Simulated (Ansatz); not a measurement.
**Pt (hcp type): how the settings move a single-point run**

How sensitive is a single-point run of Pt (hcp type) to its settings? A reference run comes first, then one run with altered input.

Program: Ansatz 0.2.0. Level of theory: reference: DFT, PBE, PAW with Ansatz's default frozen-core files, scalar-relativistic. These are calculated values, not measurements.

## Step 1: The starting structure

Symmetry: P6_3/mmc, No. 194, hexagonal system. Conventional cell: a = 2.216 Å, b = 2.216 Å, c = 3.706 Å, α = 90.00°, β = 90.00°, γ = 120.00°. Pt (site symmetry -6m2) is surrounded by 12 Pt at 2.22 to 2.25 Å.

As a file:

```cif
data_structure
_symmetry_space_group_name_H-M 'P 1'
_symmetry_Int_Tables_number 1
_cell_length_a 2.2159
_cell_length_b 2.2159
_cell_length_c 3.7065
_cell_angle_alpha 90.000
_cell_angle_beta 90.000
_cell_angle_gamma 120.000
_cell_volume 15.76
loop_
_atom_site_label
_atom_site_type_symbol
_atom_site_fract_x
_atom_site_fract_y
_atom_site_fract_z
_atom_site_occupancy
Pt1 Pt 0.33333 0.66667 0.25000 1
Pt2 Pt 0.66667 0.33333 0.75000 1
```

## Step 2: Baseline

input.yaml

```yaml
crystal:
  lattice:
    - [2.2158601982, 0.0, 0.0]
    - [-1.1079300991, 1.9189912229, 0.0]
    - [0.0, 0.0, 3.7064573105]
  atoms:
    - { symbol: Pt, position: [0.3333333333, 0.6666666667, 0.25] }
    - { symbol: Pt, position: [0.6666666667, 0.3333333333, 0.75] }
kpoints:
  mp_grid: { grid: [15, 15, 8] }
scf:
  occupations: { method: fermi_dirac, width: 0.05 }
hamiltonian:
  xc: pbe
  pseudopotentials: { kind: paw }
output:
  forces: true
  stress: true
  eigenvalues: true
  populations: true
```

On the command line:

```bash
ansatz run input.yaml --threads 1 --pin off --max-ram 2048MiB --backend cpu --events-out ev --progress --plain --runs-dir out
```

## Step 3: Variant: mp_grid.grid [12, 12, 6], xc pbesol, ecutrho_ratio 9

input.yaml: that of step 2 with these lines changed.

```diff
@@ -9,3 +9,3 @@
 kpoints:
-  mp_grid: { grid: [15, 15, 8] }
+  mp_grid: { grid: [12, 12, 6] }
 scf:
@@ -13,3 +13,3 @@
 hamiltonian:
-  xc: pbe
+  xc: pbesol
   pseudopotentials: { kind: paw }
@@ -20 +20,3 @@
   populations: true
+basis:
+  ecutrho_ratio: 9
```

Q: Predict the outcome of this session. Wanted: for each run, ending; energy change; pressure; gap; force.

The runs gave:

| run | ending | energy change | pressure (GPa) | gap (eV) | force (eV/Å) | cycles | time |
| --- | --- | --- | --- | --- | --- | --- | --- |
| reference | converged | - | 981.5 | 0.00 | 0.00 | 6 | 2.2 s |
| 1: mp_grid.grid [12, 12, 6], xc pbesol, ecutrho_ratio 9 | converged | not comparable | 950.5 | 0.00 | 0.00 | 6 | 1.5 s |

Residual by cycle in the longest SCF loop of each run; runs are numbered as in the table. The quantity is the density residual dr2, in eV.

| cycle | reference | run 1 |
| --- | --- | --- |
| 1 | 0.0581 | 0.0598 |
| 2 | 0.0199 | 0.0182 |
| 3 | 2.5e-4 | 1.4e-4 |
| 4 | 7.0e-6 | 4.8e-6 |
| 5 | 2.1e-7 | 1.4e-7 |
| 6 | 3.4e-9 | 2.4e-9 |

What this shows: A change of functional puts the total energy on another scale; the pressure goes from 981.5 to 950.5 GPa. The k-point mesh and numerical grids changed too. Cost: 1.5 s against 2.2 s. The structure is not at rest: the sound run finds 982 GPa, so these are no properties of the relaxed crystal. 
